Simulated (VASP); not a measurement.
Input of a VASP 6.6.1 run:

The input POSCAR:

```
CdO
1.0
    0.0000000000      2.3523961160      2.3523961160
    2.3523961160      0.0000000000      2.3523961160
    2.3523961160      2.3523961160      0.0000000000
  Cd              O
     1     1
Direct
     0.0000000000000000    0.0000000000000000    0.0000000000000000
     0.5000000000000000    0.5000000000000000    0.5000000000000000
```

File INCAR.step1:

```
SYSTEM = CdO
ALGO = Fast
EDIFF = 1E-8
EDIFFG = -0.002
ENCUT = 600
GGA = PS
IBRION = 2
ISIF = 3
ISMEAR = 0
LASPH = .True.
LCHARG = .False.
LREAL = .False.
LWAVE = .False.
NELM = 80
NSW = 40
PREC = Accurate
SIGMA = 0.03
```

INCAR.step2

```
SYSTEM = CdO
ALGO = Fast
EDIFF = 1E-8
ENCUT = 600
GGA = PS
IBRION = 6
ISIF = 2
ISMEAR = 0
LASPH = .True.
LCHARG = .False.
LREAL = .False.
LWAVE = .False.
NELM = 80
NFREE = 2
NSW = 1
POTIM = 0.015
PREC = Accurate
SIGMA = 0.03
```

The input KPOINTS:

```
k-points
0
Gamma
  12 12 12
  0 0 0
```

Potentials or basis: VASP PAW PBE potentials, release 64 (Cd, O).

Command:

```console
$ cat potpaw_PBE.64/Cd/POTCAR potpaw_PBE.64/O/POTCAR > POTCAR
$ cp INCAR.step1 INCAR
$ mpirun -np 1 vasp_std > vasp.out
$ cp CONTCAR POSCAR
$ cp INCAR.step2 INCAR
$ mpirun -np 1 vasp_std > vasp.out
```

Problem. What does it give for the highest phonon frequency at Γ, LO-TO splitting left out?

Solution. 260 cm⁻¹.

Phonon frequencies in cm⁻¹ (negative: imaginary):
```
              q point        frequencies
(0.000, 0.000, 0.000)  0 0 0 260 260 260
```
